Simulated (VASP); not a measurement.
# Zn4Cu11Sn5S20 (a cell with a defect) in VASP: relaxation of the atoms with PBE

Aim: the relaxation of the atoms of Zn4Cu11Sn5S20 (a cell with a defect) with PBE.

All numbers are computed with VASP 6.6.1; they aren't measurements. Logs are shortened: lines on timing, memory, paths and dates and some standing lists are left out, and cuts for length are marked.

## Step 1: Starting point

The cell holds a defect, 40 atoms: a = 10.236 Å, b = 10.236 Å, c = 10.236 Å, α = 106.56°, β = 106.56°, γ = 115.46°.

## Step 2: Relaxation of the atoms, PBE

File INCAR:

```
PREC     = Normal         # precision mode
ENCUT    = 450            # plane-wave cutoff, eV
EDIFF    = 1E-6           # SCF threshold, eV
ISMEAR   = 1              # smearing method
SIGMA    = 0.1            # smearing width, eV
LREAL    = Auto         
LASPH    = True           # aspherical terms in the spheres
NELM     = 80             # most SCF steps
ALGO     = Normal         # electronic algorithm
ISIF     = 2              # what is computed and relaxed
LWAVE    = False          # write WAVECAR
LCHARG   = False          # write CHGCAR
GGA      = PE             # functional
IBRION   = 2              # ionic algorithm
NSW      = 70             # ionic steps
EDIFFG   = -0.025         # ionic threshold
ICORELEVEL= 1            
ISYM     = 0            
LUSENCCL = False
```

File KPOINTS:

```
Automatic mesh
0
Gamma
  3 3 3
```

File POSCAR:

```
Zn4Cu11Sn5S20
1.0
   -2.7369820000      8.2109460000     -5.4646820000
    2.7369820000     -8.2109460000     -5.4646820000
   -8.2109460000     -2.7369820000      5.4646820000
Cu Zn Sn S
11 4 5 20
Direct
    0.7500000000      0.2500000000      0.5000000000
    0.2000000000      0.6000000000      0.8000000000
    0.6000000000      0.8000000000      0.4000000000
    0.4000000000      0.2000000000      0.6000000000
    0.8000000000      0.4000000000      0.2000000000
    0.0000000000      0.0000000000      0.0000000000
    0.0500000000      0.1500000000      0.7000000000
    0.4500000000      0.3500000000      0.3000000000
    0.2500000000      0.7500000000      0.5000000000
    0.6500000000      0.9500000000      0.1000000000
    0.8500000000      0.5500000000      0.9000000000
    0.1500000000      0.4500000000      0.1000000000
    0.9500000000      0.8500000000      0.3000000000
    0.3500000000      0.0500000000      0.9000000000
    0.5500000000      0.6500000000      0.7000000000
    0.7000000000      0.1000000000      0.8000000000
    0.1000000000      0.3000000000      0.4000000000
    0.9000000000      0.7000000000      0.6000000000
    0.3000000000      0.9000000000      0.2000000000
    0.5000000000      0.5000000000      0.0000000000
    0.4128664000      0.0207992000      0.6922406000
    0.8128664000      0.2207992000      0.2922406000
    0.6128664000      0.6207992000      0.4922406000
    0.0128664000      0.8207992000      0.0922406000
    0.2128664000      0.4207992000      0.8922406000
    0.2793742000      0.5871336000      0.6079328000
    0.6793742000      0.7871336000      0.2079328000
    0.4793742000      0.1871336000      0.4079328000
    0.8793742000      0.3871336000      0.0079328000
    0.0793742000      0.9871336000      0.8079328000
    0.1285586000      0.1206258000      0.5077594000
    0.5285586000      0.3206258000      0.1077594000
    0.3285586000      0.7206258000      0.3077594000
    0.7285586000      0.9206258000      0.9077594000
    0.9285586000      0.5206258000      0.7077594000
    0.7792008000      0.0714414000      0.5920672000
    0.1792008000      0.2714414000      0.1920672000
    0.9792008000      0.6714414000      0.3920672000
    0.3792008000      0.8714414000      0.9920672000
    0.5792008000      0.4714414000      0.7920672000
```

Potentials or basis: VASP PAW PBE potentials, release 64 (Cu, Zn, Sn_d, S).

Started as:

```
> cat potpaw_PBE.64/Cu/POTCAR potpaw_PBE.64/Zn/POTCAR potpaw_PBE.64/Sn_d/POTCAR potpaw_PBE.64/S/POTCAR > POTCAR
> mpirun -np 1 vasp_std > vasp.out
```

OUTCAR:

```text
PREC = Normal
   ENCUT = 450
   EDIFF = 1E-6
   ISMEAR = 1
   LREAL = Auto
   LASPH = True
   NELM = 80
   ISIF = 2
   GGA = PE
   IBRION = 2
   NSW = 70
   EDIFFG = -0.025
   ISYM = 0

 ion  position               nearest neighbor table
   1  0.750  0.250  0.500-  28 2.37  22 2.37  35 2.37  36 2.37
   2  0.200  0.600  0.800-  26 2.32  35 2.32  39 2.32  25 2.32
   3  0.600  0.800  0.400-  27 2.32  23 2.32  36 2.32  33 2.32
   4  0.400  0.200  0.600-  31 2.32  40 2.32  21 2.32  28 2.32
   5  0.800  0.400  0.200-  22 2.32  38 2.32  32 2.32  29 2.32
   6  0.000  0.000  0.000-  24 2.32  30 2.32  37 2.32  34 2.32
[... 32 lines left out ...]
  39  0.379  0.871  0.992-  10 2.32   2 2.32  14 2.37  19 2.47
  40  0.579  0.471  0.792-  11 2.32   4 2.32  15 2.37  20 2.47

IMPORTANT INFORMATION: All symmetrisations will be switched off!
NOSYMM: (Re-)initialisation of all symmetry stuff for point group C_1.

----------------------------------------------------------------------------------------

                                     Primitive cell

  volume of cell :     818.7264

  direct lattice vectors                    reciprocal lattice vectors
    -2.736982000  8.210946000 -5.464682000    -0.073073188  0.036536594 -0.091496632
     2.736982000 -8.210946000 -5.464682000    -0.036536594 -0.073073188 -0.091496632
    -8.210946000 -2.736982000  5.464682000    -0.109609782 -0.036536594  0.000000000

  length of vectors
    10.235890486 10.235890486 10.235890486     0.122663145  0.122663145  0.115538855

  position of ions in fractional coordinates (direct lattice)
     0.750000000  0.250000000  0.500000000
     0.200000000  0.600000000  0.800000000
     0.600000000  0.800000000  0.400000000
     0.400000000  0.200000000  0.600000000
     0.800000000  0.400000000  0.200000000
     0.000000000  0.000000000  0.000000000
[... 32 lines left out ...]
     0.379200800  0.871441400  0.992067200
     0.579200800  0.471441400  0.792067200

  ion indices of the primitive-cell ions
   primitive index   ion index
                 1           1
                 2           2
                 3           3
                 4           4
                 5           5
                 6           6
[... 32 lines left out ...]
                39          39
                40          40

----------------------------------------------------------------------------------------

 KPOINTS: Automatic mesh

Automatic generation of k-mesh.
 Grid dimensions read from file:
 generate k-points for:    3    3    3

 Generating k-lattice:

  Cartesian coordinates                     Fractional coordinates (reciprocal lattice)
    -0.024357729  0.012178865 -0.030498877     0.333333333 -0.000000000  0.000000000
    -0.012178865 -0.024357729 -0.030498877    -0.000000000  0.333333333  0.000000000
    -0.036536594 -0.012178865  0.000000000     0.000000000  0.000000000  0.333333333

  Length of vectors
     0.040887715  0.040887715  0.038512952

  Shift w.r.t. Gamma in fractional coordinates (k-lattice)
     0.000000000  0.000000000  0.000000000

 Subroutine IBZKPT returns following result:
 ===========================================

 Found     14 irreducible k-points:

 Following reciprocal coordinates:
            Coordinates               Weight
  0.000000  0.000000  0.000000      1.000000
  0.333333  0.000000  0.000000      2.000000
  0.333333  0.000000 -0.333333      2.000000
  0.000000  0.333333 -0.333333      2.000000
  0.000000  0.333333  0.000000      2.000000
  0.333333  0.333333  0.000000      2.000000
 -0.333333  0.000000 -0.333333      2.000000
  0.333333  0.333333  0.333333      2.000000
  0.000000 -0.333333 -0.333333      2.000000
 -0.333333  0.333333  0.000000      2.000000
  0.000000  0.000000  0.333333      2.000000
 -0.333333  0.333333  0.333333      2.000000
  0.333333 -0.333333  0.333333      2.000000
 -0.333333 -0.333333  0.333333      2.000000
   k-points           NKPTS =     14   k-points in BZ     NKDIM =     14   number of bands    NBANDS=    215
   number of dos      NEDOS =    301   number of ions     NIONS =     40
   total plane-waves  NPLWV = 157464
   dimension x,y,z NGX =    54 NGY =   54 NGZ =   54
   dimension x,y,z NGXF=   108 NGYF=  108 NGZF=  108
   ions per type =              11   4   5  20
   NGX,Y,Z   is equivalent  to a cutoff of   8.77,  8.77,  8.77 a.u.
   NGXF,Y,Z  is equivalent  to a cutoff of  17.54, 17.54, 17.54 a.u.
 SYSTEM =  unknown system
   PREC   = normal    normal or accurate (medium, high low for compatibility)
   ISTART =      0    job   : 0-new  1-cont  2-samecut
   ICHARG =      2    charge: 1-file 2-atom 10-const
   ISPIN  =      1    spin polarized calculation?
   LNONCOLLINEAR =      F non collinear calculations
   LSORBIT =      F    spin-orbit coupling
   LASPH  =      T    aspherical Exc in radial PAW
   ENCUT  =  450.0 eV  33.07 Ry    5.75 a.u.  17.70 17.70 17.70*2*pi/ulx,y,z
   NELM   =     80;   NELMIN=  2; NELMDL= -5     # of ELM steps
   EDIFF  = 0.1E-05   stopping-criterion for ELM
   LREAL  =      T    real-space projection
   EDIFFG = -.3E-01   stopping-criterion for IOM
   NSW    =     70    number of steps for IOM
   IBRION =      2    ionic relax: 0-MD 1-quasi-New 2-CG
   NFREE  =      1    steps in history (QN), initial steepest desc. (CG)
   ISIF   =      2    stress and relaxation
   ISYM   =      0    0-nonsym 1-usesym 2-fastsym
   POTIM  = 0.5000    time-step for ionic-motion
   TEBEG  =    0.0;   TEEND  =   0.0 temperature during run
   PSTRESS=    0.0 pullay stress
   NELECT =     359.0000    total number of electrons
   NUPDOWN=      -1.0000    fix difference up-down
   EMIN   =  10.00;   EMAX   =-10.00  energy-range for DOS
   EFERMI =   0.00;   METHOD = LEGACY
   ISMEAR =     1;   SIGMA  =   0.10  broadening in eV -4-tet -1-fermi 0-gaus
   EFERMI_NEDOS =   21; number of points for ismear=-14 and -15
   IALGO  =     38    algorithm
   IMIX   =      4    mixing-type and parameters
     AMIX     =   0.40;   BMIX     =  1.00
     AMIX_MAG =   1.60;   BMIX_MAG =  1.00
  volume/ion in A,a.u.               =      20.47       138.13
  Fermi-wavevector in a.u.,A,eV,Ry     =   1.243732  2.350312 21.046426  1.546869
  Thomas-Fermi vector in A             =   2.378030
   LORBIT       =      0    0 simple, 1 ext, 2 COOP (PROOUT), +10 PAW based schemes
   GGA     = PE    functional components
   LHFCALC =     F    Hartree Fock is set to
   AEXX    =    0.0000 exact exchange contribution
   IVDW    =     0    specifies the selected vdW correction
   LEPSILON=     F    determine dielectric tensor
   LRPA    =     F    only Hartree local field effects (RPA)
 conjugate gradient relaxation of ions
 non-spin polarized calculation
 Methfessel and Paxton  Order N= 1 SIGMA  =   0.10
  energy-cutoff  :      450.00
  volume of cell :      818.73
 maximum number of plane-waves:     17771
   NGX = 35   NGY = 35   NGZ = 35

--------------------------------------- Ionic step        1  -------------------------------------------

 number of electron     358.9999964 magnetization

 Free energy of the ion-electron system (eV)
  ---------------------------------------------------
  ext. energy  EPLUGINS =         0.00000000
  ---------------------------------------------------
  free energy    TOTEN  =      -164.56296994 eV

  energy without entropy =     -164.56771145  energy(sigma->0) =     -164.56455044

------------------------ aborting loop because EDIFF is reached ----------------------------------------

  FORCE on cell =-STRESS in cart. coord.  units (eV):
  Direction    XX          YY          ZZ          XY          YZ          ZX
  --------------------------------------------------------------------------------------
  -------------------------------------------------------------------------------------
  Total       -2.7347199     -2.7304208     -2.6060460     -0.0030700     -0.0013087     -0.0059398
  in kB       -5.3516126     -5.3431996     -5.0998088     -0.0060078     -0.0025611     -0.0116236
  external PRESSURE =      -5.2648737 kB  Pullay stress =       0.0000000 kB
[... 503 lines left out ...]
  energy  without entropy=     -164.6382889107  energy(sigma->0) =     -164.63441772

--------------------------------------- Ionic step        8  -------------------------------------------

 number of electron     359.0000000 magnetization

 Free energy of the ion-electron system (eV)
  ---------------------------------------------------
  ext. energy  EPLUGINS =         0.00000000
  ---------------------------------------------------
  free energy    TOTEN  =      -164.63320466 eV

  energy without entropy =     -164.63901479  energy(sigma->0) =     -164.63514137

 the core state eigenenergies are
   1-  1s  -8843.0784  2s  -1055.3521  2p   -909.8131  3s   -107.1852  3p    -64.5692

   2-  1s  -8842.9753  2s  -1055.2400  2p   -909.7014  3s   -107.1114  3p    -64.4998

   3-  1s  -8842.9750  2s  -1055.2398  2p   -909.7012  3s   -107.1112  3p    -64.4996

   4-  1s  -8842.9753  2s  -1055.2401  2p   -909.7015  3s   -107.1114  3p    -64.4998

   5-  1s  -8842.9755  2s  -1055.2403  2p   -909.7016  3s   -107.1115  3p    -64.4999

   6-  1s  -8842.9496  2s  -1055.2137  2p   -909.6750  3s   -107.0932  3p    -64.4827
[... 13 lines left out ...]
  13-  1s  -9516.5917  2s  -1150.1061  2p   -995.7586  3s   -121.2565  3p    -75.4259

  14-  1s  -9516.5917  2s  -1150.1061  2p   -995.7586  3s   -121.2565  3p    -75.4259

  15-  1s  -9516.5917  2s  -1150.1061  2p   -995.7586  3s   -121.2565  3p    -75.4259

  16-  1s -28998.7240  2s  -4370.1936  2p  -3921.8136  3s   -836.4688  3p   -690.0161
       3d   -464.7228  4s   -125.4580  4p    -81.2451
  17-  1s -28998.7240  2s  -4370.1937  2p  -3921.8136  3s   -836.4688  3p   -690.0161
       3d   -464.7228  4s   -125.4580  4p    -81.2451
  18-  1s -28998.7240  2s  -4370.1936  2p  -3921.8136  3s   -836.4688  3p   -690.0161
       3d   -464.7227  4s   -125.4580  4p    -81.2451
  19-  1s -28998.7240  2s  -4370.1936  2p  -3921.8136  3s   -836.4688  3p   -690.0161
       3d   -464.7228  4s   -125.4580  4p    -81.2451
  20-  1s -28998.8078  2s  -4370.2770  2p  -3921.8970  3s   -836.5511  3p   -690.0984
       3d   -464.8051  4s   -125.5385  4p    -81.3254
  21-  1s  -2395.3349  2s   -201.3446  2p   -146.1225
  22-  1s  -2395.3163  2s   -201.2963  2p   -146.0769
  23-  1s  -2395.3581  2s   -201.3670  2p   -146.1449
  24-  1s  -2395.3573  2s   -201.3667  2p   -146.1446
  25-  1s  -2395.3853  2s   -201.3935  2p   -146.1716
  26-  1s  -2395.3350  2s   -201.3446  2p   -146.1225
[... 12 lines left out ...]
  39-  1s  -2395.3581  2s   -201.3670  2p   -146.1450
  40-  1s  -2395.3854  2s   -201.3935  2p   -146.1716

 E-fermi :   4.5649     XC(G=0):  -9.6849

 val. band max:        4.5569891699   @ k =   0.0000   0.0000   0.3333
 cond. band min:       4.6502785297   @ k =   0.3333   0.0000   0.0000
 fundamental gap:      0.0932893598
 Fermi energy:         4.5648988720

 k-point     1 :       0.0000    0.0000    0.0000
  band No.  band energies     occupation
      1     -17.5937      2.00000
      2     -17.5901      2.00000
      3     -17.5901      2.00000
      4     -17.5235      2.00000
      5     -17.5202      2.00000
      6     -17.5164      2.00000
[... 2705 lines left out ...]
    190       7.6049      0.00000
    191       7.6055      0.00000
 [bands above 191 left out]

------------------------ aborting loop because EDIFF is reached ----------------------------------------

  FORCE on cell =-STRESS in cart. coord.  units (eV):
  Direction    XX          YY          ZZ          XY          YZ          ZX
  --------------------------------------------------------------------------------------
  -------------------------------------------------------------------------------------
  Total       -2.9893365     -2.9851498     -2.9741799     -0.0030620     -0.0026812     -0.0047317
  in kB       -5.8498754     -5.8416824     -5.8202152     -0.0059920     -0.0052469     -0.0092596
  external PRESSURE =      -5.8372576 kB  Pullay stress =       0.0000000 kB
[... 55 lines left out ...]
  FREE ENERGIE OF THE ION-ELECTRON SYSTEM (eV)
  ---------------------------------------------------
  free  energy   TOTEN  =      -164.6332046578 eV

  energy  without entropy=     -164.6390147905  energy(sigma->0) =     -164.63514137

 reached required accuracy - stopping structural energy minimisation
```

Wall time 49 min (1 × NVIDIA H100 80GB with 1 thread of AMD EPYC 7R13 (Zen 3), shared host); peak memory 2.2 GiB.

Results:

```yaml
Free_energy: -164.6332 eV
Energy_gained_by_relaxing: 1.8 meV/atom
Ionic_steps: 8
Pressure_after_relaxing: -0.6 GPa
Largest_force_after_relaxing: 0.015 eV/Å
Band_gap_on_the_k_mesh: none (metal or under the smearing width)
```

Forces on the atoms (eV/Å):
```
Cu   0.000  0.000  0.000
Cu  -0.001 -0.004  0.000
Cu  -0.004  0.001  0.000
Cu   0.004 -0.001  0.000
Cu   0.001  0.004  0.000
Cu   0.000  0.000  0.000
Cu   0.009 -0.008  0.000
Cu  -0.009  0.008  0.000
Cu   0.000  0.000  0.000
Cu  -0.008 -0.009  0.000
Cu   0.008  0.009  0.000
Zn  -0.008 -0.007 -0.005
Zn  -0.007  0.008  0.004
Zn   0.008  0.007 -0.004
Zn   0.007 -0.008  0.004
Sn   0.015 -0.002 -0.001
Sn  -0.002 -0.015  0.001
Sn   0.002  0.015  0.001
Sn  -0.015  0.002 -0.001
Sn   0.000  0.000  0.000
S    0.006 -0.008 -0.008
S    0.005  0.005 -0.004
S    0.004  0.004  0.004
S   -0.005 -0.003  0.008
S    0.001  0.007  0.000
S   -0.008 -0.006  0.008
S    0.007 -0.001  0.000
S    0.005 -0.005  0.004
S    0.004 -0.004 -0.004
S   -0.003  0.005 -0.008
S   -0.004 -0.004  0.004
S   -0.001 -0.007  0.000
S   -0.006  0.008 -0.008
S    0.005  0.003  0.008
S   -0.005 -0.004 -0.005
S   -0.005  0.005  0.005
S    0.003 -0.003 -0.006
S    0.008  0.006  0.008
S   -0.004  0.004 -0.004
S   -0.007  0.001  0.000
```

The path:
```tsv
step	energy change (eV)	largest force (eV/Å)	pressure (GPa)
1	0.0000	0.3232	-0.53
2	-0.0334	0.2229	-0.57
3	-0.0465	0.2280	-0.59
4	-0.0629	0.0775	-0.59
5	-0.0666	0.0595	-0.60
6	-0.0666	0.0703	-0.60
7	-0.0695	0.0349	-0.59
8	-0.0702	0.0152	-0.58
```

Final structure:
```
Cu Zn Sn S
1.0
    -2.73698    8.21095   -5.46468
     2.73698   -8.21095   -5.46468
    -8.21095   -2.73698    5.46468
Cu Zn Sn S
11 4 5 20
Cartesian
  -5.4740 2.7370 -2.7323
  -5.4592 -5.4975 0.0136
  -2.7605 -2.7517 -5.4783
  -5.4504 0.0147 -0.0137
  -2.7517 2.7605 -5.4510
  -8.2109 -2.7370 -5.4647
  -5.4563 -2.7547 2.7533
  -2.7546 0.0177 -2.7115
  -2.7370 -5.4740 -2.7323
  -0.0177 -2.7547 -8.2179
  -8.1933 0.0177 -2.7532
  0.0016 -2.7414 -2.7296
  -2.7414 -0.0016 -8.1998
  -8.2125 0.0044 2.7350
  -5.4695 -2.7354 -2.7350
  -8.1893 2.7648 -0.0222
  -2.7092 -2.7586 0.0222
  -5.5017 0.0216 -5.4425
  -0.0216 -5.5017 -5.4869
  -8.2109 -2.7370 0.0000
  -6.7584 1.3278 1.4066
  -4.0437 4.0268 -4.0199
  -4.0176 -1.4065 -4.0575
  1.4572 -6.8818 -4.0501
  -6.7505 -4.1524 1.4135
  -4.1462 -4.1895 -1.4066
  -1.4154 -1.4605 -6.8781
  -4.1841 1.3067 -1.4448
  -1.4066 4.0176 -6.8719
  -4.1449 -9.6681 -1.4145
  -4.1934 -1.3304 1.4072
  -1.4605 1.4154 -4.0512
  -1.4525 -4.0648 -4.0581
  -6.9311 -4.0661 -4.0501
  -6.9042 1.4472 -4.0199
  -6.7638 4.1672 -1.4448
  -1.3291 -1.2798 -1.4145
  -4.0648 1.4525 -6.8713
  -6.8044 -6.7545 -1.4072
  -6.7956 -1.2765 -1.4135
```

Levels at points of the mesh, in eV from the Fermi level:
```tsv
k point	band 177	band 178	band 179	band 180	band 181	band 182	band 183	band 184
(0.00, 0.00, 0.00)	-0.38	0.14	0.14	0.18	0.24	1.22	1.28	1.28
```

Core levels (eV, on the scale of the bands):
| atom | levels |
| --- | --- |
| 1 Cu | 1s -8843.1, 2s -1055.4, 2p -909.8, 3s -107.2, 3p -64.6 |
| 2 Cu | 1s -8843.0, 2s -1055.2, 2p -909.7, 3s -107.1, 3p -64.5 |
| 3 Cu | 1s -8843.0, 2s -1055.2, 2p -909.7, 3s -107.1, 3p -64.5 |
| 4 Cu | 1s -8843.0, 2s -1055.2, 2p -909.7, 3s -107.1, 3p -64.5 |
| 5 Cu | 1s -8843.0, 2s -1055.2, 2p -909.7, 3s -107.1, 3p -64.5 |
| 6 Cu | 1s -8842.9, 2s -1055.2, 2p -909.7, 3s -107.1, 3p -64.5 |

Caveat: the run has no spin polarisation, though such a crystal can be magnetic.
